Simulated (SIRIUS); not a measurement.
# ZrC (P1) in SIRIUS: reference runs

Aim: a first look at ZrC with PBE, on the cell as given.

Program: SIRIUS 7.10.0. These are calculated values, not measurements. Logs are shortened: lines on timing, memory, paths and dates and some standing lists are left out, and cuts for length are marked. The log counts tension as positive stress, the text compression.

### Step 1. The cell of the first run

The typed cell holds 2 atoms: a = 3.314 Å, b = 3.358 Å, c = 3.361 Å, α = 58.36°, β = 59.44°, γ = 59.68°.

### Step 2. Single point, PBE

sirius.json

```json
{
  "control": {
    "processing_unit": "cpu",
    "verbosity": 2,
    "num_bands_to_print": 15,
    "print_forces": true,
    "print_stress": true
  },
  "parameters": {
    "electronic_structure_method": "pseudopotential",
    "xc_functionals": ["XC_GGA_X_PBE", "XC_GGA_C_PBE"],
    "gk_cutoff": 9.1,
    "pw_cutoff": 18.2,
    "ngridk": [10, 10, 10],
    "shiftk": [0, 0, 0],
    "smearing": "fermi_dirac",
    "smearing_width": 0.0018374661,
    "num_bands": 15,
    "num_mag_dims": 0,
    "num_dft_iter": 100,
    "energy_tol": 1e-08,
    "density_tol": 1e-06
  },
  "iterative_solver": {
    "type": "davidson",
    "min_tolerance": 1e-09,
    "tolerance_scale": [0.1, 0.25]
  },
  "mixer": {
    "type": "anderson",
    "beta": 0.7,
    "max_history": 8
  },
  "settings": {
    "tol_ne": 1e-10,
    "pseudo_grid_cutoff": 6.5
  },
  "unit_cell": {
    "lattice_vectors": [
      [0.009583838573, 0.708525877107, 0.705619749942],
      [0.726190795551, 0.008386360456, 0.706817228059],
      [0.725328277782, 0.708860834439, 0.009248878224]
    ],
    "lattice_vectors_scale": 6.2619961304,
    "atom_coordinate_units": "lattice",
    "atom_types": ["Zr", "C"],
    "atom_files": {
      "Zr": "Zr.json",
      "C": "C.json"
    },
    "atoms": {
      "Zr": [
        [0.50288177, 0.49614933, 0.50633661]
      ],
      "C": [
        [0.99711823, 0.00385067, 0.99366339]
      ]
    }
  }
}
```

Potentials or basis: PseudoDojo 0.4.1 PBE standard (scalar relativistic).

The run is started by

```
$ upf_to_json Zr.upf
$ upf_to_json C.upf
$ OMP_NUM_THREADS=1 sirius.scf --input=sirius.json --output=out.json --task=0
```

Standard output:

```text
[info] SIRIUS version : 7.10.0
[info] number of MPI ranks           : 1
[info] MPI grid                      : 1 1
[info] maximum number of OMP threads : 1
[fft] FFT context for density and potential
[fft] =====================================
[fft]   comm size                             : 1
[fft]   plane wave cutoff                     : 18.2
[fft]   grid size                             : 40 40 40   total : 64000
[fft]   grid limits                           : -19 20   -19 20   -19 20
[fft]   number of G-vectors within the cutoff : 8926
[fft]   local number of G-vectors             : 8926
[fft]   number of G-shells                    : 8926
[fft] FFT context for coarse grid
[fft] =====================================
[fft]   comm size                             : 1
[fft]   plane wave cutoff                     : 18.2
[fft]   grid size                             : 40 40 40   total : 64000
[fft]   grid limits                           : -19 20   -19 20   -19 20
[fft]   number of G-vectors within the cutoff : 8926
[fft]   local number of G-vectors             : 8926
[fft]   number of G-shells                    : 8926
[unit cell] lattice vectors
[unit cell]   a1 :       0.0600139601      4.4367863007      4.4185881437
[unit cell]   a2 :       4.5474039517      0.0525153567      4.4260867470
[unit cell]   a3 :       4.5420028687      4.4388838022      0.0579164396
[unit cell] reciprocal lattice vectors
[unit cell]   b1 :      -0.7053568508      0.7123977641      0.7162378167
[unit cell]   b2 :       0.6950440380     -0.7205068822      0.7140341251
[unit cell]   b3 :       0.6968006519      0.7119506803     -0.7243469379
[unit cell] unit cell volume :       174.98363735 [a.u.^3]
[unit cell] 1/sqrt(omega)    :         0.07559643
[unit cell] MT volume        :         0.00000000 ( 0.00%)
[unit cell] IT volume        :       174.98363735 (100.00%)
[unit cell] number of atom types : 2
[unit cell] type id : 0 symbol : Zr mt_radius :  16.210000 num_atoms : 1
[unit cell] type id : 1 symbol :  C mt_radius :  12.470000 num_atoms : 1
[unit cell] total number of atoms : 2
[unit cell] number of symmetry classes : 2
[unit cell] number of PAW atoms : 0
[unit cell] atom id  type id  class id             position                      vector_field
[unit cell] ------------------------------------------------------------------------------------------
[unit cell]      0        0        0      0.50288   0.49615   0.50634      0.00000   0.00000   0.00000
[unit cell]      1        1        1      0.99712   0.00385   0.99366      0.00000   0.00000   0.00000
[unit cell] atom id         position (Cartesian, a.u.)
[unit cell] ---------------------------------------------
[unit cell]      0       4.586154    4.504804    4.447353
[unit cell]      1       4.590574    8.834959    4.480448
[unit cell] class id : 0 atom id : 0
[unit cell] class id : 1 atom id : 1
[unit cell] minimum bond length:     4.330284
[unit cell] total number of pseudo wave-functions: 14
[sym] space group number   : 1
[sym] international symbol : P1
[sym] Hall symbol          : P 1
[sym] space group transformation matrix :
[sym]   0.0000  1.0000  0.0000
[sym]  -0.0000  1.0000  1.0000
[sym]   1.0000  1.0000  1.0000
[sym] space group origin shift :
[sym]   0.0000  0.0000  0.0000
[sym] number of space group operations  : 1
[sym] number of magnetic group operations : 1
[sym] metric tensor error: 0.0000e+00
[sym] rotation matrix error: 4.4409e-16
[sym] symmetry operations
[... list of symmetry operations ...]
[atom type] label          : Zr
[atom type] --------------------------------------------------------------------------------
[atom type] symbol         : Zr
[atom type] name           :
[atom type] zn             : 12
[... 269 lines left out ...]
[find] Efermi                         :       0.55241384
[find] iteration : 10, RMS : 5.531148461235e-07, energy difference : -1.231299506799e-09
[find] Hartree energy of density residual : 1.403021627024e-11
[find] bands are converged : true
[find] iterative solver converged : false
[find] +------------------------------+
[find] | SCF iteration  11 out of 100|
[find] +------------------------------+
[diagonalize] iterative solver tolerance (occupied, empty): 2.10338e-09 2.10338e-09
[diagonalize] average number of iterations: 3.19444
[diagonalize] Lowest band energies
[diagonalize] ik:    0   -1.216736   -0.398466   -0.397565   -0.397166    0.135347    0.574305    0.579139    0.585331    0.593594    0.595799    0.602572    0.649417    0.662304    0.821912    0.938956
[diagonalize] ik:    1   -1.216372   -0.400864   -0.398764   -0.397437    0.143715    0.535956    0.543902    0.553973    0.599525    0.608840    0.621977    0.690576    0.703533    0.839475    0.961941
[diagonalize] ik:    2   -1.215413   -0.409173   -0.399628   -0.398123    0.166707    0.479361    0.499629    0.508877    0.623877    0.632273    0.642163    0.759175    0.773126    0.875147    1.014442
[diagonalize] ik:    3   -1.214219   -0.418990   -0.400680   -0.398961    0.198890    0.423745    0.465642    0.474286    0.660161    0.665740    0.668922    0.829135    0.844799    0.886610    1.054492
[diagonalize] ik:    4   -1.213247   -0.426603   -0.401523   -0.399632    0.232133    0.377701    0.444657    0.452982    0.697919    0.701853    0.708821    0.839244    0.890007    0.905669    1.056812
[diagonalize] ...
[diagonalize] ik:  499   -1.212122   -0.423608   -0.408843   -0.405993    0.183357    0.461486    0.478958    0.541711    0.563174    0.735636    0.756061    0.757553    0.840193    0.950601    1.003745
[diagonalize] ik:  500   -1.212434   -0.421495   -0.410517   -0.404142    0.198354    0.435310    0.465418    0.507711    0.591604    0.737022    0.750671    0.793710    0.845626    0.962655    1.009004
[diagonalize] ik:  501   -1.212818   -0.423679   -0.407438   -0.401822    0.218855    0.398129    0.455848    0.476322    0.637516    0.723736    0.743048    0.847520    0.852801    0.927889    1.035091
[diagonalize] ik:  502   -1.213127   -0.427242   -0.402868   -0.399916    0.238157    0.368120    0.448872    0.455256    0.689262    0.713900    0.739149    0.824697    0.902094    0.909781    1.042947
[diagonalize] ik:  503   -1.213245   -0.428716   -0.400944   -0.399179    0.246681    0.356320    0.446262    0.447718    0.710299    0.717055    0.744497    0.795439    0.908399    0.929919    1.031527
[find] Charges and magnetic moments
[find] --------------------------------------------------------------------------------
[find] total charge          : 16.000000
[find] Energy
[find] --------------------------------------------------------------------------------
[find] valence_eval_sum               :      -1.71716700
[find] <rho|V^{XC}>                   :     -10.66574841
[find] <rho|E^{XC}>                   :     -12.17753604
[find] <mag|B^{XC}>                   :       0.00000000
[find] <rho|V^{H}>                    :      12.57416468
[find] one-electron contribution      :      -3.62558327 (Ha),      -7.25116653 (Ry)
[find] hartree contribution           :       6.28708234
[find] xc contribution                :     -12.17753604
[find] ewald contribution             :     -47.19086174
[find] PAW contribution               :       0.00000000
[find] smearing (-TS)                 :      -0.00010588
[find] SCF correction                 :       0.00000858
[find] Total energy                   :     -56.70689012 (Ha),    -113.41378024 (Ry)
[find] Free energy (E-TS)             :     -56.70699600 (Ha),    -113.41399201 (Ry)
[find] band gap (eV)                  :       0.00000000
[find] Efermi                         :       0.55241230
[find] iteration : 11, RMS : 2.459748872098e-07, energy difference : -6.240981065275e-10
[find] Hartree energy of density residual : 2.377713478027e-12
[find] bands are converged : true
[find] iterative solver converged : true
[find] converged after 12 SCF iterations!
[find] Charges and magnetic moments
[find] --------------------------------------------------------------------------------
[find] total charge          : 16.000000
[find] Energy
[find] --------------------------------------------------------------------------------
[find] valence_eval_sum               :      -1.71716700
[find] <rho|V^{XC}>                   :     -10.66574841
[find] <rho|E^{XC}>                   :     -12.17753604
[find] <mag|B^{XC}>                   :       0.00000000
[find] <rho|V^{H}>                    :      12.57416468
[find] one-electron contribution      :      -3.62558327 (Ha),      -7.25116653 (Ry)
[find] hartree contribution           :       6.28708234
[find] xc contribution                :     -12.17753604
[find] ewald contribution             :     -47.19086174
[find] PAW contribution               :       0.00000000
[find] smearing (-TS)                 :      -0.00010588
[find] SCF correction                 :       0.00000858
[find] Total energy                   :     -56.70689012 (Ha),    -113.41378024 (Ry)
[find] Free energy (E-TS)             :     -56.70699600 (Ha),    -113.41399201 (Ry)
[find] band gap (eV)                  :       0.00000000
[find] Efermi                         :       0.55241230
[ground_state] === stress tensor components [kbar] ===
[ground_state] === stress_kin ===
[ground_state] -20515.367438   14.997852   16.025223
[ground_state]    14.997852-20664.331062   12.082266
[ground_state]    16.025223   12.082266-20677.496182
[ground_state] === stress_har ===
[ground_state] -3146.268692    1.365348   -3.122401
[ground_state]     1.365348-3676.692179    0.550803
[ground_state]    -3.122401    0.550803-3747.874614
[ground_state] === stress_ewald ===
[ground_state] 27366.188412    6.279721   -4.922827
[ground_state]     6.27972126076.946571    1.290631
[ground_state]    -4.922827    1.29063125901.592658
[ground_state] === stress_vloc ===
[ground_state]  3174.237826   -2.589691   14.925457
[ground_state]    -2.589691 5046.402314    4.053339
[ground_state]    14.925457    4.053339 5295.632504
[ground_state] === stress_xc ===
[ground_state] -2353.767944   -0.145227   -0.232968
[ground_state]    -0.145227-2359.286201   -0.187291
[ground_state]    -0.232968   -0.187291-2359.972396
[ground_state] === stress_core ===
[ground_state]  7794.776477    0.012831    0.069828
[ground_state]     0.012831 7796.252586    0.092915
[ground_state]     0.069828    0.092915 7796.340894
[ground_state] === stress_nonloc ===
[ground_state] -12279.679690   -0.343085    0.007312
[ground_state]    -0.343085-12264.738853    0.247169
[ground_state]     0.007312    0.247169-12264.244152
[ground_state] === stress_us_nl ===
[ground_state] -12279.679690   -0.343085    0.007312
[ground_state]    -0.343085-12264.738853    0.247169
[ground_state]     0.007312    0.247169-12264.244152
[ground_state] === stress_total ===
[ground_state]    40.118953   19.577750   22.749625
[ground_state]    19.577750  -45.446823   18.129833
[ground_state]    22.749625   18.129833  -56.021288
[ground_state] ==== total Forces in Ha/bohr =====
[ground_state] atom:    0, force:      -0.0014342     -0.0063392      0.0004190
[ground_state] atom:    1, force:       0.0014341      0.0063392     -0.0004191
[ground_state] ==== ultrasoft contribution from Qij =====
[ground_state] atom:    0, force:       0.0000000      0.0000000      0.0000000
[ground_state] atom:    1, force:       0.0000000      0.0000000      0.0000000
[ground_state] ==== non-local contribution from Beta-projector =====
[ground_state] atom:    0, force:      -0.0013246     -0.0045005      0.0005170
[ground_state] atom:    1, force:       0.0017358      0.0089070     -0.0009215
[ground_state] ==== contribution from local potential =====
[ground_state] atom:    0, force:       0.0242138      0.0974603     -0.0070068
[ground_state] atom:    1, force:      -0.0244720     -0.1010828      0.0073567
[ground_state] ==== contribution from core density =====
[ground_state] atom:    0, force:      -0.0000052     -0.0000832     -0.0000105
[ground_state] atom:    1, force:      -0.0001479     -0.0007009      0.0000650
[ground_state] ==== Ewald forces from ions =====
[ground_state] atom:    0, force:      -0.0243182     -0.0992159      0.0069193
[ground_state] atom:    1, force:       0.0243182      0.0992159     -0.0069193
[~DFT_ground_state] local op. applied: 218496
[~DFT_ground_state] evp. work count: 60672.6
[~DFT_ground_state] number of iterative solver steps: 19067
```

Run time: 6.5 min. Hardware: 1 thread of Arm Neoverse V1, shared host; peak memory 1.8 GiB.

What came out:

- Free energy: -1543.0760 eV
- Pressure: 2.0 GPa
- Largest force: 0.335 eV/Å
- Band gap on the k mesh: none (metal or under the smearing width)

Forces in eV/Å, atoms in the order of the input:
```
Zr  -0.074 -0.326  0.022
C    0.074  0.326 -0.022
```
